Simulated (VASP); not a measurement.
# ZnO (P6_3mc) in VASP: band structure with PBE0

Aim: the band structure of ZnO with PBE0.

All numbers are computed with VASP 6.6.1; they aren't measurements. Logs are shortened: lines on timing, memory, paths and dates and some standing lists are left out, and cuts for length are marked.

**What was measured.**

From “Electronic structure of alkaline earth and post-transition metal oxides”, 2009, arxiv:0908.1581, for a bulk crystal of ZnO: band gap 3.37 eV.

How close the calculation comes is told below.

**1. Starting point**

The structure is hexagonal, space group P6_3mc (No. 186). The conventional cell has a = 3.287 Å, b = 3.287 Å, c = 5.305 Å, α = 90.00°, β = 90.00°, γ = 120.00°. Around Zn (site symmetry 3m) lie 4 O at 2.00 to 2.01 Å. O (site symmetry 3m) has 4 Zn at 2.00 to 2.01 Å as nearest neighbours.

**2. Band structure, PBE0**

Contents of POSCAR:

```
ZnO                                     
1.0
    3.2872343619     -0.0000000000      0.0000000000
   -1.6436171810      2.8468284628     -0.0000000000
    0.0000000000      0.0000000000      5.3047649378
  Zn              O             
     2     2
Direct
     0.3333333300000021    0.6666666699999979    0.4999313125428457
     0.6666666699999979    0.3333333300000021    0.9999313125428456
     0.6666666699999979    0.3333333300000021    0.3790786874571553
     0.3333333300000021    0.6666666699999979    0.8790786874571553
```

Contents of INCAR.step1:

```
  PREC = Accurate
  ENCUT = 520
  EDIFF = 1E-5
  ISMEAR = 0
  SIGMA = 0.02
  LREAL = False
  LASPH = True
  NELM = 60
  ALGO = Normal
  ISIF = 2
  LWAVE = True
  LCHARG = False
  NBANDS = 26
  KPAR = 4
  GGA = PE
```

Contents of INCAR.step2:

```
  PREC = Accurate
  ENCUT = 520
  EDIFF = 1E-7
  ISMEAR = 0
  SIGMA = 0.02
  LREAL = False
  LASPH = True
  NELM = 60
  ALGO = Normal
  ISIF = 2
  LWAVE = False
  LCHARG = False
  GGA = PE
  LHFCALC = True
  AEXX = 0.25
  PRECFOCK = Fast
  HFRCUT = -1
  NBANDS = 26
  KPAR = 4
  ISTART = 1
```

Contents of KPOINTS:

```
Automatic mesh
0
Gamma
  6 6 4
```

Contents of KPOINTS_OPT:

```
path GMKGALHA,LM,KH
10
line-mode
reciprocal
 0.0000000000  0.0000000000  0.0000000000  G
 0.5000000000  0.0000000000  0.0000000000  M

 0.5000000000  0.0000000000  0.0000000000  M
 0.3333333333  0.3333333333  0.0000000000  K

 0.3333333333  0.3333333333  0.0000000000  K
 0.0000000000  0.0000000000  0.0000000000  G

 0.0000000000  0.0000000000  0.0000000000  G
 0.0000000000  0.0000000000  0.5000000000  A

 0.0000000000  0.0000000000  0.5000000000  A
 0.5000000000  0.0000000000  0.5000000000  L

 0.5000000000  0.0000000000  0.5000000000  L
 0.3333333333  0.3333333333  0.5000000000  H

 0.3333333333  0.3333333333  0.5000000000  H
 0.0000000000  0.0000000000  0.5000000000  A

 0.5000000000  0.0000000000  0.5000000000  L
 0.5000000000  0.0000000000  0.0000000000  M

 0.3333333333  0.3333333333  0.0000000000  K
 0.3333333333  0.3333333333  0.5000000000  H
```

Potentials or basis: VASP PAW PBE potentials, release 64 (Zn, O).

Command:

```bash
$ cat potpaw_PBE.64/Zn/POTCAR potpaw_PBE.64/O/POTCAR > POTCAR
$ cp INCAR.step1 INCAR
$ mpirun -np 4 vasp_std > vasp.out
$ cp INCAR.step2 INCAR
$ mpirun -np 4 vasp_std > vasp.out
```

OUTCAR:

```text
PREC = Accurate
   ENCUT = 520
   EDIFF = 1E-7
   ISMEAR = 0
   LREAL = False
   LASPH = True
   NELM = 60
   ISIF = 2
   GGA = PE
   LHFCALC = True
   AEXX = 0.25
   PRECFOCK = Fast
   ISTART = 1

 ion  position               nearest neighbor table
   1  0.333  0.667  0.500-   3 2.00   3 2.00   3 2.00   4 2.01
   2  0.667  0.333  1.000-   4 2.00   4 2.00   4 2.00   3 2.01
   3  0.667  0.333  0.379-   1 2.00   1 2.00   1 2.00   2 2.01
   4  0.333  0.667  0.879-   2 2.00   2 2.00   2 2.00   1 2.01

  LATTYP: Found a hexagonal cell.
 ALAT       =     3.2872343619
 C/A-ratio  =     1.6137471059

  Lattice vectors:

 A1 = (   3.2872343619,   0.0000000000,   0.0000000000)
 A2 = (  -1.6436171810,   2.8468284628,   0.0000000000)
 A3 = (   0.0000000000,   0.0000000000,   5.3047649378)

Analysis of symmetry for initial positions (statically):
=====================================================================
 Subroutine PRICEL returns:
 Original cell was already a primitive cell.

 Routine SETGRP: Setting up the symmetry group for a
 hexagonal supercell.

 Subroutine GETGRP returns: Found 12 space group operations
 (whereof  6 operations were pure point group operations)
 out of a pool of 24 trial point group operations.

The static configuration has the point symmetry C_3v.
 The point group associated with its full space group is C_6v.

Analysis of symmetry for dynamics (positions and initial velocities):
=====================================================================
 Subroutine PRICEL returns:
 Original cell was already a primitive cell.

 Routine SETGRP: Setting up the symmetry group for a
 hexagonal supercell.

 Subroutine GETGRP returns: Found 12 space group operations
 (whereof  6 operations were pure point group operations)
 out of a pool of 24 trial point group operations.

The dynamic configuration has the point symmetry C_3v.
 The point group associated with its full space group is C_6v.

 Subroutine INISYM returns: Found 12 space group operations
 (whereof  6 operations are pure point group operations),
 and found     1 'primitive' translations

----------------------------------------------------------------------------------------

[... 95 lines left out ...]
   NSW    =      0    number of steps for IOM
   IBRION =     -1    ionic relax: 0-MD 1-quasi-New 2-CG
   NFREE  =      0    steps in history (QN), initial steepest desc. (CG)
   ISIF   =      2    stress and relaxation
   ISYM   =      3    0-nonsym 1-usesym 2-fastsym
   POTIM  = 0.5000    time-step for ionic-motion
   TEBEG  =    0.0;   TEEND  =   0.0 temperature during run
   PSTRESS=    0.0 pullay stress
   NELECT =      36.0000    total number of electrons
   NUPDOWN=      -1.0000    fix difference up-down
   EMIN   =  10.00;   EMAX   =-10.00  energy-range for DOS
   EFERMI =   0.00;   METHOD = LEGACY
   ISMEAR =     0;   SIGMA  =   0.02  broadening in eV -4-tet -1-fermi 0-gaus
   EFERMI_NEDOS =   21; number of points for ismear=-14 and -15
   IALGO  =     38    algorithm
   IMIX   =      1    mixing-type and parameters
     AMIX     =   0.40;   BMIX     =  1.00
     AMIX_MAG =   1.60;   BMIX_MAG =  1.00
  volume/ion in A,a.u.               =      12.41        83.75
  Fermi-wavevector in a.u.,A,eV,Ry     =   1.470809  2.779426 29.433201  2.163279
  Thomas-Fermi vector in A             =   2.586021
   LORBIT       =      0    0 simple, 1 ext, 2 COOP (PROOUT), +10 PAW based schemes
   GGA     = PE    functional components
   LHFCALC =     T    Hartree Fock is set to
   PRECFOCK=fast      Normal, Fast or Accurate (Low or Medium for compatibility)
   ENCUT4O =  -1.0   cutoff for four orbital integrals eV
   NKREDX  =     1    reduce k-point grid by
   NKREDY  =     1    reduce k-point grid by
   NKREDZ  =     1    reduce k-point grid by
   AEXX    =    0.2500 exact exchange contribution
   HFSCREEN=    0.0000 screening length (either q_TF or 0.3 A-1)
   HFSCREENC=   0.0000 screening length for correlation (either q_TF or 0.3 A-1)
   ENCUTFOCK=  -1.0 apply spherical cutoff to Coloumb kernel
   IVDW    =     0    specifies the selected vdW correction
   LEPSILON=     F    determine dielectric tensor
   LRPA    =     F    only Hartree local field effects (RPA)
 non-spin polarized calculation
 Gauss-broadening in eV      SIGMA  =   0.02
  energy-cutoff  :      520.00
  volume of cell :       49.64
 maximum number of plane-waves:      1362
  NGX = 14; NGY = 14; NGZ = 24

 number of electron      36.0000037 magnetization

 Free energy of the ion-electron system (eV)
  ---------------------------------------------------
  ext. energy  EPLUGINS =         0.00000000
  ---------------------------------------------------
  free energy    TOTEN  =       -23.84153431 eV

  energy without entropy =      -23.84153431  energy(sigma->0) =      -23.84153431

 E-fermi :  -0.6054     XC(G=0):  -8.3627

 val. band max:       -0.7895159966   @ k =   0.0000   0.0000   0.0000
 cond. band min:       2.2723900953   @ k =   0.0000   0.0000   0.0000
 fundamental gap:      3.0619060919
 Fermi energy:        -0.6054121782

 k-point     1 :       0.0000    0.0000    0.0000
  band No.  band energies     occupation
      1     -19.9890      2.00000
      2     -19.3059      2.00000
      3      -7.3073      2.00000
      4      -7.3073      2.00000
      5      -7.2789      2.00000
      6      -7.1287      2.00000
[... 598 lines left out ...]
     25      17.3739      0.00000
     26      17.3739      0.00000

------------------------ aborting loop because EDIFF is reached ----------------------------------------

  FORCE on cell =-STRESS in cart. coord.  units (eV):
  Direction    XX          YY          ZZ          XY          YZ          ZX
  --------------------------------------------------------------------------------------
  -------------------------------------------------------------------------------------
  Total       -1.3163580     -1.3163580     -1.3972106      0.0000000     -0.0000000     -0.0000000
  in kB      -42.4841065    -42.4841065    -45.0935410      0.0000000     -0.0000000     -0.0000000
  external PRESSURE =     -43.3539180 kB  Pullay stress =       0.0000000 kB

 VOLUME and BASIS-vectors are now :
 -----------------------------------------------------------------------------
  energy-cutoff  :      520.00
  volume of cell :       49.64
      direct lattice vectors                 reciprocal lattice vectors
     3.287234362  0.000000000  0.000000000     0.304207090  0.175634046  0.000000000
    -1.643617181  2.846828463  0.000000000     0.000000000  0.351268091  0.000000000
     0.000000000  0.000000000  5.304764938     0.000000000  0.000000000  0.188509767

 POSITION                                       TOTAL-FORCE (eV/Angst)
 -----------------------------------------------------------------------------------
     -0.00000      1.89789      2.65202         0.000000     -0.000000     -0.009236
      1.64362      0.94894      5.30440        -0.000000      0.000000     -0.009236
      1.64362      0.94894      2.01092        -0.000000      0.000000      0.009236
     -0.00000      1.89789      4.66331         0.000000      0.000000      0.009236
 -----------------------------------------------------------------------------------
    total drift:                               -0.000005      0.000004     -0.001433

  FREE ENERGIE OF THE ION-ELECTRON SYSTEM (eV)
  ---------------------------------------------------
  free  energy   TOTEN  =       -23.8415343142 eV

  energy  without entropy=      -23.8415343142  energy(sigma->0) =      -23.84153431
```

OSZICAR.step1:

```text
N       E                     dE             d eps       ncg     rms          rms(c)
DAV:   1     0.299139038372E+03    0.29914E+03   -0.18220E+04  1100   0.201E+03
DAV:   2     0.115762635759E+02   -0.28756E+03   -0.26962E+03  1156   0.410E+02
DAV:   3    -0.204735127079E+02   -0.32050E+02   -0.31650E+02  1212   0.139E+02
DAV:   4    -0.211044192296E+02   -0.63091E+00   -0.62970E+00  1216   0.201E+01
DAV:   5    -0.211075459437E+02   -0.31267E-02   -0.31265E-02  1204   0.146E+00    0.139E+01
DAV:   6    -0.176945758265E+02    0.34130E+01   -0.67210E+00  1698   0.628E+01    0.838E+00
DAV:   7    -0.178997147285E+02   -0.20514E+00   -0.29744E+00  1146   0.173E+01    0.507E+00
DAV:   8    -0.179086621128E+02   -0.89474E-02   -0.52653E-01  1522   0.738E+00    0.165E+00
DAV:   9    -0.178572576568E+02    0.51404E-01   -0.10591E-01  1560   0.641E+00    0.305E-01
DAV:  10    -0.178596695753E+02   -0.24119E-02   -0.35504E-02  1108   0.137E+00    0.123E-01
DAV:  11    -0.178597966072E+02   -0.12703E-03   -0.78581E-04  1200   0.563E-01    0.536E-02
DAV:  12    -0.178597982894E+02   -0.16822E-05   -0.23249E-04  1466   0.445E-01    0.161E-02
DAV:  13    -0.178598128933E+02   -0.14604E-04   -0.45089E-05  1124   0.916E-02    0.186E-02
DAV:  14    -0.178598084506E+02    0.44427E-05   -0.15565E-05   836   0.349E-02
   1 F= -.17859808E+02 E0= -.17859808E+02  d E =-.131266E-20
```

Run time: 35 min. Hardware: 4 MPI ranks of Intel Xeon 6975P-C (Granite Rapids), shared host; peak memory 0.26 GiB.

What came out:

```yaml
Free_energy: -23.8415 eV
Pressure: -4.3 GPa
Largest_force: 0.009 eV/Å
Band_gap_on_the_k_mesh: 3.06 eV, direct
Band_gap_along_the_path: 3.06 eV, direct
```

Forces on the atoms (eV/Å):
```
Zn   0.000  0.000 -0.009
Zn   0.000  0.000 -0.009
O    0.000  0.000  0.009
O    0.000  0.000  0.009
```

Levels at the corners of the path, in eV from the valence-band top:
| point | band 16 | band 17 | band 18 | band 19 | band 20 | band 21 |
| --- | --- | --- | --- | --- | --- | --- |
| Γ | -0.05 | 0.00 | 0.00 | 3.06 | 7.76 | 10.84 |
| M | -2.25 | -1.34 | -0.84 | 8.31 | 9.33 | 10.03 |
| M | -2.25 | -1.34 | -0.84 | 8.31 | 9.33 | 10.03 |
| K | -2.01 | -2.01 | -1.79 | 10.06 | 10.38 | 10.38 |
| K | -2.01 | -2.01 | -1.79 | 10.06 | 10.38 | 10.38 |
| Γ | -0.05 | 0.00 | 0.00 | 3.06 | 7.76 | 10.84 |
| Γ | -0.05 | 0.00 | 0.00 | 3.06 | 7.76 | 10.84 |
| A | -0.40 | -0.40 | -0.40 | 5.83 | 5.83 | 12.70 |
| A | -0.40 | -0.40 | -0.40 | 5.83 | 5.83 | 12.70 |
| L | -1.52 | -1.40 | -1.40 | 8.15 | 8.15 | 11.17 |
| L | -1.52 | -1.40 | -1.40 | 8.15 | 8.15 | 11.17 |
| H | -2.82 | -1.23 | -1.23 | 10.49 | 10.49 | 10.53 |
| H | -2.82 | -1.23 | -1.23 | 10.49 | 10.49 | 10.53 |
| A | -0.40 | -0.40 | -0.40 | 5.83 | 5.83 | 12.70 |
| L | -1.52 | -1.40 | -1.40 | 8.15 | 8.15 | 11.17 |
| M | -2.25 | -1.34 | -0.84 | 8.31 | 9.33 | 10.03 |
| K | -2.01 | -2.01 | -1.79 | 10.06 | 10.38 | 10.38 |
| H | -2.82 | -1.23 | -1.23 | 10.49 | 10.49 | 10.53 |

Caveat: the PAW data sets were made with another functional, which shifts forces and pressure a little.

**3. Against experiment**

Step 2. Measured gap of ZnO: 3.37 eV (quoted in “Electronic structure of alkaline earth and post-transition metal oxides”, 2009, arxiv:0908.1581). This calculation gives 3.06 eV (-0.31 eV). The value is that of PBE0, without temperature or zero-point motion.
